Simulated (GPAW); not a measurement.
# Mn3Si (Fm-3m) in GPAW: notebook

Aim: see how the results for Mn3Si move with the level of theory and the settings. Levels: PBEsol, LDA. Tasks: band structure, single point, equation of state.

Everything below comes from runs of GPAW 26.7.0. Logs are shortened: lines on timing, memory, paths and dates and some standing lists are left out, and cuts for length are marked. The log counts tension as positive stress, the text compression.

**1. Starting point**

The structure is cubic, space group Fm-3m (No. 225). Conventional cell: a = 5.722 Å, b = 5.722 Å, c = 5.722 Å, α = 90.00°, β = 90.00°, γ = 90.00°. Mn (site symmetry -43m) has 4 Mn at 2.48 Å and 4 Si at 2.48 Å as nearest neighbours. Mn (site symmetry m-3m) is surrounded by 8 Mn at 2.48 Å. Around Si (site symmetry m-3m) lie 8 Mn at 2.48 Å.

**2. Band structure, PBEsol, collinear spin, ferromagnetic start**

File run.py:

```python
from ase import Atoms
from ase.dft.bandgap import bandgap
from ase.io import write
from ase.units import GPa
from gpaw import GPAW, PW, setup_paths

setup_paths.insert(0, '.')

atoms = Atoms(['Mn', 'Mn', 'Mn', 'Si'],
              cell=[[0.0, 2.861, 2.861],
                    [2.861, 0.0, 2.861],
                    [2.861, 2.861, 0.0]],
              scaled_positions=[[0.75, 0.75, 0.75],
                                [0.25, 0.25, 0.25],
                                [0.5, 0.5, 0.5],
                                [0.0, 0.0, 0.0]],
              pbc=True)
atoms.set_initial_magnetic_moments([4.0, 4.0, 4.0, 0.0])

calc = GPAW(mode=PW(600),
            xc='PBEsol',
            kpts={'size': (7, 7, 7), 'gamma': True},
            occupations={'name': 'fermi-dirac', 'width': 0.05},
            nbands=44,
            convergence={'density': 1e-05, 'energy': 1e-05},
            maxiter=150,
            txt='gpaw.txt')
atoms.calc = calc
energy = atoms.get_potential_energy()
forces = atoms.get_forces()
stress = atoms.get_stress()
calc.write('gs.gpw')
write('result.traj', atoms)
print(f'Energy: {energy:.6f} eV')
print('Forces (eV/A):')
print(forces.round(4))
print('Stress (GPa):', (stress / GPa).round(3))
print('Moments:', calc.get_magnetic_moments().round(3))
print('Fermi level:', round(calc.get_fermi_level(), 4), 'eV')
print(f'Gap: {bandgap(calc)[0]:.4f} eV, direct: {bandgap(calc, direct=True)[0]:.4f} eV')

path = atoms.cell.bandpath('GXWKGLUWLK,UX', npoints=80, eps=1e-4)
bs_calc = calc.fixed_density(kpts=path, symmetry='off', nbands=60,
                             convergence={'bands': 'CBM+6.0', 'eigenstates': 1e-6}, txt='bands.txt')
bs = bs_calc.band_structure()
bs.write('bs.json')
print(f'Gap on the path: {bandgap(bs_calc)[0]:.4f} eV')
```

Potentials or basis: PAW data sets generated in the run's folder for this functional, pw.

On the command line:

```
$ gpaw-setup -f PBEsol Mn Si
$ OMP_NUM_THREADS=1 python run.py
```

gpaw.txt:

```text
__  _  _
 | _ |_)|_||  |
 |__||  | ||/\| - 26.7.0

Input parameters:
  mode=PW(ecut=600.0),
  convergence={'density': 1e-05, 'energy': 1e-05},
  kpts=MonkhorstPack(size=(7, 7, 7), gamma=True),
  maxiter=150,
  nbands=44,
  occupations=Occupations(name='fermi-dirac', width=0.05),
  xc=XC(name='PBEsol')

Diagonalizing LCAO Hamiltonian
Converting LCAO to pw mode

                    Mn

                Mn

           Mn

       Si

Atoms  # Å, Bohr magnetons
|   | symbol |        x |        y |        z |    initial magnetic moments |
|---|--------|----------|----------|----------|-----------------------------|
| 0 |     Mn | 4.291500 | 4.291500 | 4.291500 | ( 0.0000,  0.0000,  4.0000) |
| 1 |     Mn | 1.430500 | 1.430500 | 1.430500 | ( 0.0000,  0.0000,  4.0000) |
| 2 |     Mn | 2.861000 | 2.861000 | 2.861000 | ( 0.0000,  0.0000,  4.0000) |
| 3 |     Si | 0.000000 | 0.000000 | 0.000000 | ( 0.0000,  0.0000,  0.0000) |

Unit cell  # Å
| periodic |        x |        y |        z |  lengths |    angles |
|----------|----------|----------|----------|----------|-----------|
|      yes | 0.000000 | 2.861000 | 2.861000 | 4.046065 | 60.000000 |
|      yes | 2.861000 | 0.000000 | 2.861000 | 4.046065 | 60.000000 |
|      yes | 2.861000 | 2.861000 | 0.000000 | 4.046065 | 60.000000 |

Number of symmetries: 48
Symmetry operations  # r_c * U_cc + t_c -> r_c
|    | kind |            matrix            |
|----|------|------------------------------|
|  0 |  σ   |  1, 0, 0,  1, 0,-1,  1,-1, 0 |
|  1 |  C2  |  1, 0, 0,  1,-1, 0,  1, 0,-1 |
|  2 |  E   |  1, 0, 0,  0, 1, 0,  0, 0, 1 |
|  3 |  σ   |  1, 0, 0,  0, 0, 1,  0, 1, 0 |
|  4 |  C4  |  1, 0,-1,  1, 0, 0,  1,-1, 0 |
|  5 |  S6  |  1, 0,-1,  1,-1, 0,  1, 0, 0 |
|  6 |  σ   |  1, 0,-1,  0, 1,-1,  0, 0,-1 |
|  7 |  C3  |  1, 0,-1,  0, 0,-1,  0, 1,-1 |
|  8 |  S6  |  1,-1, 0,  1, 0, 0,  1, 0,-1 |
|  9 |  C4  |  1,-1, 0,  1, 0,-1,  1, 0, 0 |
| 10 |  C3  |  1,-1, 0,  0,-1, 1,  0,-1, 0 |
| 11 |  σ   |  1,-1, 0,  0,-1, 0,  0,-1, 1 |
| 12 |  σ   |  0, 1, 0,  1, 0, 0,  0, 0, 1 |
| 13 |  C4  |  0, 1, 0,  0, 1,-1, -1, 1, 0 |
| 14 |  C3  |  0, 1, 0,  0, 0, 1,  1, 0, 0 |
| 15 |  S6  |  0, 1, 0, -1, 1, 0,  0, 1,-1 |
| 16 |  C2  |  0, 1,-1,  1, 0,-1,  0, 0,-1 |
| 17 |  σ   |  0, 1,-1,  0, 1, 0, -1, 1, 0 |
| 18 |  S4  |  0, 1,-1,  0, 0,-1,  1, 0,-1 |
| 19 |  C4  |  0, 1,-1, -1, 1, 0,  0, 1, 0 |
| 20 |  C3  |  0, 0, 1,  1, 0, 0,  0, 1, 0 |
| 21 |  σ   |  0, 0, 1,  0, 1, 0,  1, 0, 0 |
| 22 |  S6  |  0, 0, 1,  0,-1, 1, -1, 0, 1 |
| 23 |  C4  |  0, 0, 1, -1, 0, 1,  0,-1, 1 |
| 24 |  S4  |  0, 0,-1,  1, 0,-1,  0, 1,-1 |
| 25 |  C3  |  0, 0,-1,  0, 1,-1,  1, 0,-1 |
| 26 |  C2  |  0, 0,-1,  0,-1, 0, -1, 0, 0 |
| 27 |  S6  |  0, 0,-1, -1, 0, 0,  0,-1, 0 |
| 28 |  S4  |  0,-1, 1,  1,-1, 0,  0,-1, 0 |
| 29 |  C4  |  0,-1, 1,  0, 0, 1, -1, 0, 1 |
| 30 |  C2  |  0,-1, 1,  0,-1, 0,  1,-1, 0 |
| 31 |  σ   |  0,-1, 1, -1, 0, 1,  0, 0, 1 |
| 32 |  C3  |  0,-1, 0,  1,-1, 0,  0,-1, 1 |
| 33 |  S6  |  0,-1, 0,  0, 0,-1, -1, 0, 0 |
| 34 |  S4  |  0,-1, 0,  0,-1, 1,  1,-1, 0 |
| 35 |  C2  |  0,-1, 0, -1, 0, 0,  0, 0,-1 |
| 36 |  C2  | -1, 1, 0,  0, 1, 0,  0, 1,-1 |
| 37 |  S6  | -1, 1, 0,  0, 1,-1,  0, 1, 0 |
| 38 |  S4  | -1, 1, 0, -1, 0, 1, -1, 0, 0 |
| 39 |  C3  | -1, 1, 0, -1, 0, 0, -1, 0, 1 |
| 40 |  S6  | -1, 0, 1,  0, 0, 1,  0,-1, 1 |
| 41 |  C2  | -1, 0, 1,  0,-1, 1,  0, 0, 1 |
| 42 |  C3  | -1, 0, 1, -1, 1, 0, -1, 0, 0 |
| 43 |  S4  | -1, 0, 1, -1, 0, 0, -1, 1, 0 |
| 44 |  C2  | -1, 0, 0,  0, 0,-1,  0,-1, 0 |
| 45 |  i   | -1, 0, 0,  0,-1, 0,  0, 0,-1 |
| 46 |  σ   | -1, 0, 0, -1, 1, 0, -1, 0, 1 |
| 47 |  C2  | -1, 0, 0, -1, 0, 1, -1, 1, 0 |

BZ-sampling:
  Number of BZ points: 343
  Number of IBZ points: 20

  Monkhorst-Pack size: [7, 7, 7]
  Monkhorst-Pack shift: [0, 0, 0]

K-points  # in reciprocal-cell coordinates
|     |                                coordinates |     weight |
|-----|--------------------------------------------|------------|
|   0 | (  0.00000000,   0.00000000,   0.00000000) | 0.00291545 |
|   1 | (  0.14285714,   0.14285714,   0.00000000) | 0.01749271 |
|   2 | (  0.14285714,   0.14285714,   0.14285714) | 0.02332362 |
|   3 | (  0.28571429,   0.14285714,   0.14285714) | 0.03498542 |
|   4 | (  0.28571429,   0.28571429,   0.00000000) | 0.01749271 |
|   5 | (  0.28571429,   0.28571429,   0.14285714) | 0.06997085 |
|   6 | (  0.28571429,   0.28571429,   0.28571429) | 0.02332362 |
|   7 | (  0.42857143,  -0.28571429,  -0.28571429) | 0.03498542 |
|   8 | (  0.42857143,   0.28571429,  -0.42857143) | 0.13994169 |
|   9 | (  0.42857143,   0.28571429,  -0.28571429) | 0.06997085 |
| ... |                                            |            |
|  19 | (  0.42857143,   0.42857143,   0.42857143) | 0.02332362 |

Plane wave coefficients: 1584
Cutoff: 600.0 eV

Spin-components: 2 (collinear spins)
Bands:           44
Projectors:      23
Spin-degeneracy: 1
Datatype:        complex128

Parallelization:
  kpt:    1
  domain: 1
  band:   1

Density:
  Valence electrons: 49.0
  Components: 2
  Grid points: [24 24 24]
  Charge: 0.0  # |e|

Potential:
  Grid points: [24 24 24]

species:
  Mn:
    name:    Manganese
    Z:       25.0
    valence: 15
    core:    10
    charge:  0.0  # [|e|]
    compensation charges:
      type: gauss
      rc: 0.38  # [Å]
      lmax: 2
    cutoffs:
      filter: 2.14  # [Å]
      core: 0.86  # [Å]
    projectors
    | kind |    occ | energy [eV] | rcut [Å] |
    |------|--------|-------------|----------|
    |   3s |  2.000 |     -85.624 |    1.275 |
    |   4s |  2.000 |      -5.124 |    1.275 |
    |   3p |  6.000 |     -54.486 |    1.281 |
    |   4p |  0.000 |      -1.348 |    1.281 |
    |   3d |  5.000 |      -6.794 |    1.138 |
    |    d |        |      20.417 |    1.138 |

    Using partial waves for Mn as LCAO basis

  Si:
    name:    Silicon
    Z:       14.0
    valence: 4
    core:    10
    charge:  0.0  # [|e|]
    compensation charges:
      type: gauss
      rc: 0.33  # [Å]
      lmax: 2
    cutoffs:
      filter: 1.86  # [Å]
      core: 2.06  # [Å]
    projectors
    | kind |    occ | energy [eV] | rcut [Å] |
    |------|--------|-------------|----------|
    |   3s |  2.000 |     -10.768 |    1.058 |
    |   3p |  2.000 |      -4.057 |    1.058 |
    |    s |        |      16.444 |    1.058 |
    |    p |        |      23.155 |    1.058 |
    |    d |        |       0.000 |    1.058 |

    Using partial waves for Si as LCAO basis

Reference energy: -102321.634747  # eV

eigensolver:
  PPCG
  Converge bands: occupied
  niter=2

density mixing:
  MSR1-Mixer
  Pratt-step length: 0.05
  Maximum mixing coefficient: 0.75
  Old densities: 10
  SVD Regularization: 0.005
  Good broyden scale: 1.0
  Trust region scale: 1.0
  Backstep threshold: 4.0
  History deletion threshold: 6.0
  Fourier metric: weight=20.0, sigma=0.015

occupation numbers:
  Fermi-Dirac:
    width: 0.0500  # eV

poisson solver:
  ecut: 4800.0  # eV

xc functional:
  name: PBEsol with 2 nearest neighbor stencil

convergence criteria:
- Maximum integral of absolute [dens]ity change: 1e-05 electrons / valence electron
- Maximum [total energy] change in last 3 cyles: 1e-05 eV / valence electron
- Maximum integral of absolute [eigenst]ate change: 4e-08 eV^2 / valence electron
maximum number of iterations: 150

SCF iterations
|iter     | |      energy | eigst |  dens |  magmom |
|---------|-|-------------|-------|-------|---------|
|iter:   1| |  -35.553245 | +0.53 |       | +12.0239|
|iter:   2| |  -35.725663 | -1.73 | -0.97 | +11.8269|
|iter:   3| |  -36.861615 | -2.16 | -1.01 | +10.0379|
|iter:   4| |  -38.816337 | -1.76 | -1.08 |  +7.6932|
|iter:   5| |  -37.548815 | -1.78 | -0.82 |  +6.5148|
|iter:   6| |  -37.693311 | -2.03 | -1.24 |  +4.4410|
|iter:   7| |  -37.864595 | -2.80 | -1.48 |  +2.4932|
|iter:   8| |  -38.030512 | -2.42 | -1.40 |  +3.8130|
|iter:   9| |  -38.695750 | -2.32 | -1.53 |  +2.2745|
|iter:  10| |  -38.050624 | -2.42 | -1.11 |  +1.2657|
|iter:  11| |  -38.070267 | -2.85 | -1.49 |  +2.7157|
|iter:  12| |  -38.087783 | -3.64 | -1.98 |  +2.6987|
|iter:  13| |  -38.119171 | -3.53 | -2.07 |  +2.2795|
|iter:  14| |  -38.157413 | -3.44 | -2.07 |  +1.8340|
|iter:  15| |  -38.196928 | -2.72 | -2.00 |  +0.6794|
|iter:  16| |  -38.189490 | -2.84 | -1.83 |  +1.6427|
|iter:  17| |  -38.232660 | -3.26 | -2.04 |  +0.9629|
|iter:  18| |  -38.233270 | -4.75 | -2.60 |  +1.0185|
|iter:  19| |  -38.233309 | -5.80 | -3.34 |  +1.0188|
|iter:  20| |  -38.233308c| -7.23 | -3.84 |  +1.0222|
|iter:  21| |  -38.233371c| -7.02 | -3.96 |  +1.0144|
|iter:  22| |  -38.233301c| -7.05 | -4.11 |  +1.0220|
|iter:  23| |  -38.233392c| -7.00 | -3.86 |  +1.0137|
|iter:  24| |  -38.233351c| -7.81c| -3.80 |  +1.0167|
|iter:  25| |  -38.233348c| -8.35c| -4.81 |  +1.0172|
|iter:  26| |  -38.233347c| -8.98c| -5.43c|  +1.0172|

Converged in 26 steps
Energy contributions relative to reference atoms: (reference = -102321.634747)

Energy contributions:
  Kinetic:          -4.744180
  Coulomb:           5.059760
  Zero:              0.609839
  External:          0.000000
  Xc:              -39.146409
  Entropy:          -0.024715
  Spinorbit:         0.000000
  ----------------------------
  Free energy:     -38.245705
  Extrapolated:    -38.233347

dipole moment: (-12.397680, -12.397680, -12.397680)  # |e|*Ang

Total magnetic moment: (0.000000, 0.000000, 1.017227)

Local magnetic moments
|        x |        y |         z |
|----------|----------|-----------|
| 0.000000 | 0.000000 | -0.810273 |  # Mn   0
| 0.000000 | 0.000000 | -0.810273 |  # Mn   1
| 0.000000 | 0.000000 |  2.550822 |  # Mn   2
| 0.000000 | 0.000000 |  0.038534 |  # Si   3

Fermi level: 10.133
Eigenvalues  # (at kpt = [0.000, 0.000, 0.000])
| band index |      eig [eV] | occ [0-1] |      eig [eV] | occ [0-1] |
|------------|---------------|-----------|---------------|-----------|
|          0 |       -70.044 |     1.000 |       -68.964 |     1.000 |
|        ... |               |           |               |           |
|         14 |         6.250 |     1.000 |         6.126 |     1.000 |
|         15 |         6.503 |     1.000 |         6.126 |     1.000 |
|         16 |         6.503 |     1.000 |         6.772 |     1.000 |
|         17 |         6.503 |     1.000 |         6.772 |     1.000 |
|         18 |         7.517 |     1.000 |         8.747 |     1.000 |
|         19 |         7.517 |     1.000 |         8.747 |     1.000 |
[... 8 lines left out ...]
|         28 |        13.516 |     0.000 |        13.861 |     0.000 |
|         29 |        14.904 |     0.000 |        14.529 |     0.000 |
|        ... |               |           |               |           |
|         43 |        34.118 |     0.000 |        34.194 |     0.000 |

No gap
No difference between direct/indirect transitions

Forces  # eV/Ang
|        x |        y |        z |
|----------|----------|----------|
| -0.00000 | -0.00000 |  0.00000 |  # Mn   0
|  0.00000 |  0.00000 | -0.00000 |  # Mn   1
|  0.00000 |  0.00000 | -0.00000 |  # Mn   2
| -0.00000 |  0.00000 |  0.00000 |  # Si   3

Stress tensor  # eV/Ang^3
|         x |         y |         z |
|-----------|-----------|-----------|
|  0.089647 |  0.000000 | -0.000000 |
|  0.000000 |  0.089647 | -0.000000 |
| -0.000000 | -0.000000 |  0.089647 |

# Writing to gs.gpw (mode='')
```

Run time: 5.8 min. Hardware: 1 thread of Arm Neoverse V1, shared host; peak memory 0.53 GiB.

Results:

```yaml
Free_energy: -38.2457 eV
Pressure: -14.4 GPa
Band_gap_along_the_path: none (metal or under the smearing width)
Net_moment: 1.02 μB per cell
Site_moments: Mn -0.81, +2.55; Si +0.04 μB
```

Levels at the corners of the path, in eV from the Fermi level:
Spin up:
```
point  band 23  band 24  band 25  band 26  band 27  band 28
    Γ    -0.08     0.78     0.78     0.78     1.30     1.30
    X    -0.97    -0.18    -0.18     0.18     0.82     0.89
    W    -1.07    -0.44    -0.26     0.15     0.39     0.39
    K    -0.82    -0.74    -0.49     0.00     0.55     0.96
    Γ    -0.08     0.78     0.78     0.78     1.30     1.30
    L    -0.48    -0.48    -0.23    -0.23     0.57     0.57
    U    -0.82    -0.74    -0.49     0.00     0.55     0.96
    W    -1.07    -0.44    -0.26     0.15     0.39     0.39
    L    -0.48    -0.48    -0.23    -0.23     0.57     0.57
    K    -0.82    -0.74    -0.49     0.00     0.55     0.96
    U    -0.82    -0.74    -0.49     0.00     0.55     0.96
    X    -0.97    -0.18    -0.18     0.18     0.82     0.89
```
Spin down:
```csv
point,band 22,band 23,band 24,band 25,band 26,band 27
Γ,0.07,0.07,0.07,0.76,0.76,1.82
X,-0.81,-0.81,-0.13,0.49,0.71,0.90
W,-1.49,-0.98,-0.73,1.00,1.00,1.11
K,-1.24,-1.07,-0.74,0.89,0.91,1.15
Γ,0.07,0.07,0.07,0.76,0.76,1.82
L,-1.18,-1.18,-1.16,0.93,0.93,1.51
U,-1.24,-1.07,-0.74,0.89,0.91,1.15
W,-1.49,-0.98,-0.73,1.00,1.00,1.11
L,-1.18,-1.18,-1.16,0.93,0.93,1.51
K,-1.24,-1.07,-0.74,0.89,0.91,1.15
U,-1.24,-1.07,-0.74,0.89,0.91,1.15
X,-0.81,-0.81,-0.13,0.49,0.71,0.90
```

**3. Single point, PBEsol, collinear spin, ferromagnetic start, 11.71 Å³/atom**

Changes to run.py since step 2:

```diff
@@ -9,5 +9,5 @@
 atoms = Atoms(['Mn', 'Mn', 'Mn', 'Si'],
-              cell=[[0.0, 2.861, 2.861],
-                    [2.861, 0.0, 2.861],
-                    [2.861, 2.861, 0.0]],
+              cell=[[0.0, 2.74656, 3.1043836806],
+                    [2.74656, 0.0, 3.1043836806],
+                    [2.74656, 2.74656, 0.0]],
               scaled_positions=[[0.75, 0.75, 0.75],
@@ -40,8 +40 @@
 print(f'Gap: {bandgap(calc)[0]:.4f} eV, direct: {bandgap(calc, direct=True)[0]:.4f} eV')
-
-path = atoms.cell.bandpath('GXWKGLUWLK,UX', npoints=80, eps=1e-4)
-bs_calc = calc.fixed_density(kpts=path, symmetry='off', nbands=60,
-                             convergence={'bands': 'CBM+6.0', 'eigenstates': 1e-6}, txt='bands.txt')
-bs = bs_calc.band_structure()
-bs.write('bs.json')
-print(f'Gap on the path: {bandgap(bs_calc)[0]:.4f} eV')
```

Potentials or basis: PAW data sets generated in the run's folder for this functional, pw.

On the command line:

```
$ gpaw-setup -f PBEsol Mn Si
$ OMP_NUM_THREADS=1 python run.py
```

It took 6.7 min on 1 thread of Arm Neoverse V1, shared host; peak memory 0.27 GiB.

The run converged. Its results:

```yaml
Free_energy: -38.1099 eV
Pressure: -13.0 GPa
Band_gap_on_the_k_mesh: none (metal or under the smearing width)
Net_moment: 0.98 μB per cell
Site_moments: Mn -0.83, +2.57; Si +0.03 μB
```

Caveat: the density grid can change from cell to cell, which puts small steps into energies and stress.

**4. Single point, PBEsol, collinear spin, ferromagnetic start, 11.71 Å³/atom**

Changes to run.py since step 3:

```diff
@@ -9,5 +9,5 @@
 atoms = Atoms(['Mn', 'Mn', 'Mn', 'Si'],
-              cell=[[0.0, 2.74656, 3.1043836806],
-                    [2.74656, 0.0, 3.1043836806],
-                    [2.74656, 2.74656, 0.0]],
+              cell=[[0.0, 2.80378, 2.978967097],
+                    [2.80378, 0.0, 2.978967097],
+                    [2.80378, 2.80378, 0.0]],
               scaled_positions=[[0.75, 0.75, 0.75],
```

On the command line:

```
$ gpaw-setup -f PBEsol Mn Si
$ OMP_NUM_THREADS=1 python run.py
```

It took 5.4 min on 1 thread of Arm Neoverse V1, shared host; peak memory 0.27 GiB.

The run converged. Its results:

```
Free energy            : -38.2104 eV
Pressure               : -14.1 GPa
Band gap on the k mesh : none (metal or under the smearing width)
Net moment             : 1.02 μB per cell
Site moments           : Mn -0.81, +2.55; Si +0.04 μB
```

Caveat: the density grid can change from cell to cell, which puts small steps into energies and stress.

**5. Equation of state, LDA, collinear spin, ferromagnetic start**

File run.py:

```python
from ase import Atoms
from ase.eos import EquationOfState
from ase.io import Trajectory
from ase.units import GPa
from gpaw import GPAW, PW

atoms = Atoms(['Mn', 'Mn', 'Mn', 'Si'],
              cell=[[0.0, 2.861, 2.861],
                    [2.861, 0.0, 2.861],
                    [2.861, 2.861, 0.0]],
              scaled_positions=[[0.75, 0.75, 0.75],
                                [0.25, 0.25, 0.25],
                                [0.5, 0.5, 0.5],
                                [0.0, 0.0, 0.0]],
              pbc=True)
atoms.set_initial_magnetic_moments([4.0, 4.0, 4.0, 0.0])

traj = Trajectory('eos.traj', 'w')
volumes, energies = [], []
for x in [0.94, 0.96, 0.98, 1.0, 1.02, 1.04, 1.06]:
    a = atoms.copy()
    a.set_cell(atoms.cell * x**(1 / 3), scale_atoms=True)
    calc = GPAW(mode=PW(600),
                xc='LDA',
                kpts={'size': (7, 7, 7), 'gamma': True},
                occupations={'name': 'fermi-dirac', 'width': 0.05},
                nbands=44,
                convergence={'density': 1e-05, 'energy': 1e-05},
                maxiter=150,
                txt=f'eos-{x:.2f}.txt')
    a.calc = calc
    energies.append(a.get_potential_energy(force_consistent=True))
    volumes.append(a.get_volume())
    p = -a.get_stress()[:3].mean() / GPa
    calc.write(f'eos-{x:.2f}.gpw')
    traj.write(a)
    print(f'{x:.2f} {volumes[-1]:10.4f} A^3 {energies[-1]:14.6f} eV {p:9.3f} GPa', flush=True)

v0, e0, B = EquationOfState(volumes, energies, eos='birchmurnaghan').fit()
print(f'V0 = {v0:.4f} A^3, E0 = {e0:.6f} eV, B0 = {B / GPa:.2f} GPa')
```

Potentials or basis: the program's PAW data sets (release 1.2.1) made for this functional, pw.

On the command line:

```
$ OMP_NUM_THREADS=1 python run.py
```

Wall time 16 min (1 thread of Arm Neoverse V2, shared host); peak memory 0.48 GiB.

It converged, with:

```
Equilibrium volume : 10.41 Å³/atom (rough: see the caveat)
Bulk modulus       : 258 GPa (rough)
```

Energy against volume, from the lowest point:
| volume (Å³/atom) | energy (meV/atom) |
| --- | --- |
| 11.007 | 0.00 |
| 11.241 | 21.31 |
| 11.475 | 48.02 |
| 11.709 | 79.37 |
| 11.943 | 114.73 |
| 12.177 | 153.64 |
| 12.412 | 195.74 |

Caveat: the minimum lies outside the volumes run.

**6. The reference run**

An earlier run on the cell as given: functional PBEsol; potentials or basis PAW data sets generated in the run's folder for this functional; cutoff 600 eV; basis pw; k mesh 8 × 8 × 8; occupations fermi-dirac, width 0.05 eV; collinear spin, ferromagnetic start; starting moments [4.0, 4.0, 4.0, 0.0] μB.

* Pressure: -14.3 GPa
* Band gap on the k mesh: none (metal or under the smearing width)
* Net moment: 1.01 μB per cell
* Site moments: Mn -0.81, +2.55; Si +0.04 μB

**7. Summary**

```tsv
task	level	potentials or basis	k mesh	band path	band points	pressure (GPa)	moment (μB)
band structure	PBEsol	PAW data sets generated in the run's folder for this functional, pw	7 × 7 × 7	GXWKGLUWLK,UX	80	-14.4	1.02
equation of state	LDA	the program's PAW data sets (release 1.2.1) made for this functional, pw	7 × 7 × 7	-	-	-	-
single point	PBEsol	PAW data sets generated in the run's folder for this functional, pw	8 × 8 × 8	-	-	-14.3	1.01
```

Alike in all rows: spin collinear, ferromagnetic start; cell as given; cutoff (eV) 600; smearing fermi-dirac 0.05 eV.

Caveats: the minimum lies outside the volumes run (some runs).

Absolute energies hang on the potentials; compare differences alone.
